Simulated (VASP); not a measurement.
In2O3:

```
In O
1.0
    -5.07000    5.07000    5.07000
     5.07000   -5.07000    5.07000
     5.07000    5.07000   -5.07000
In O
16 24
Direct
  0.25000 0.22000 0.97000
  0.75000 0.28000 0.53000
  0.97000 0.25000 0.22000
  0.53000 0.75000 0.28000
  0.22000 0.97000 0.25000
  0.28000 0.53000 0.75000
  0.75000 0.78000 0.03000
  0.25000 0.72000 0.47000
  0.03000 0.75000 0.78000
  0.47000 0.25000 0.72000
  0.78000 0.03000 0.75000
  0.72000 0.47000 0.25000
  0.50000 0.50000 0.50000
  0.50000 0.00000 0.00000
  0.00000 0.50000 0.00000
  0.00000 0.00000 0.50000
  0.52500 0.76500 0.53000
  0.73500 0.99500 0.97000
  0.97500 0.50500 0.24000
  0.76500 0.73500 0.26000
  0.53000 0.52500 0.76500
  0.97000 0.73500 0.99500
  0.24000 0.97500 0.50500
  0.26000 0.76500 0.73500
  0.76500 0.53000 0.52500
  0.99500 0.97000 0.73500
  0.50500 0.24000 0.97500
  0.73500 0.26000 0.76500
  0.47500 0.23500 0.47000
  0.26500 0.00500 0.03000
  0.02500 0.49500 0.76000
  0.23500 0.26500 0.74000
  0.47000 0.47500 0.23500
  0.03000 0.26500 0.00500
  0.76000 0.02500 0.49500
  0.74000 0.23500 0.26500
  0.23500 0.47000 0.47500
  0.00500 0.03000 0.26500
  0.49500 0.76000 0.02500
  0.26500 0.74000 0.23500
```

- Program: VASP 6.6.1
- Task: relaxation of cell and atoms
- Functional: LDA
- Potentials or basis: VASP PAW LDA potentials, release 64 (In_d, O)
- Cutoff: 600 eV
- k mesh: 4 × 4 × 4
- Occupations: gaussian, width 0.03 eV
- Spin: no spin polarisation

At the start: pressure -1.1 GPa; volume 13.03 Å³/atom.

**Question.** Where does the relaxation end?

**Answer.** Over 17 steps the energy falls by 40.1 meV/atom and the volume is 12.77 Å³/atom (-2.0 %); space group Ia-3 (No. 206, to 0.05 Å).

Step by step:
| step | energy change (eV) | largest force (eV/Å) | pressure (GPa) | volume (Å³) |
| --- | --- | --- | --- | --- |
| 1 | 0.0000 | 1.2562 | -1.09 | 521.30 |
| 2 | -1.2700 | 0.3724 | -0.77 | 514.66 |
| 3 | -1.3210 | 0.5529 | -0.40 | 513.07 |
| 4 | -1.5020 | 0.3143 | 0.51 | 509.75 |
| 5 | -1.5468 | 0.1524 | 1.33 | 506.83 |
| 6 | -1.5574 | 0.1308 | -1.58 | 514.64 |
| 7 | -1.5784 | 0.1222 | -0.28 | 511.17 |
| 8 | -1.5922 | 0.0661 | 0.09 | 510.39 |
| 9 | -1.5929 | 0.0722 | 0.11 | 510.19 |
| 10 | -1.5995 | 0.0459 | -0.01 | 510.71 |
| 11 | -1.6019 | 0.0319 | -0.11 | 511.08 |
| 12 | -1.6010 | 0.0442 | -0.28 | 511.82 |
| 13 | -1.6024 | 0.0302 | -0.17 | 511.35 |
| 14 | -1.6028 | 0.0140 | 0.29 | 510.10 |
| 15 | -1.6033 | 0.0182 | 0.09 | 510.64 |
| 16 | -1.6035 | 0.0206 | -0.07 | 511.02 |
| 17 | -1.6036 | 0.0076 | -0.01 | 510.87 |

Final structure:
```
In O
1.0
    -5.03596    5.03596    5.03596
     5.03596   -5.03596    5.03596
     5.03596    5.03596   -5.03596
In O
16 24
Direct
  0.25000 0.21666 0.96666
  0.75000 0.28334 0.53334
  0.96666 0.25000 0.21666
  0.53334 0.75000 0.28334
  0.21666 0.96666 0.25000
  0.28334 0.53334 0.75000
  0.75000 0.78334 0.03334
  0.25000 0.71666 0.46666
  0.03334 0.75000 0.78334
  0.46666 0.25000 0.71666
  0.78334 0.03334 0.75000
  0.71666 0.46666 0.25000
  0.50000 0.50000 0.50000
  0.50000 0.00000 0.00000
  0.00000 0.50000 0.00000
  0.00000 0.00000 0.50000
  0.53597 0.77197 0.54443
  0.72754 0.99154 0.95557
  0.96403 0.50846 0.23600
  0.77246 0.72803 0.26400
  0.54443 0.53597 0.77197
  0.95557 0.72754 0.99154
  0.23600 0.96403 0.50846
  0.26400 0.77246 0.72803
  0.77197 0.54443 0.53597
  0.99154 0.95557 0.72754
  0.50846 0.23600 0.96403
  0.72803 0.26400 0.77246
  0.46403 0.22803 0.45558
  0.27246 0.00846 0.04442
  0.03597 0.49154 0.76400
  0.22754 0.27197 0.73600
  0.45558 0.46403 0.22803
  0.04442 0.27246 0.00846
  0.76400 0.03597 0.49154
  0.73600 0.22754 0.27197
  0.22803 0.45558 0.46403
  0.00846 0.04442 0.27246
  0.49154 0.76400 0.03597
  0.27197 0.73600 0.22754
```
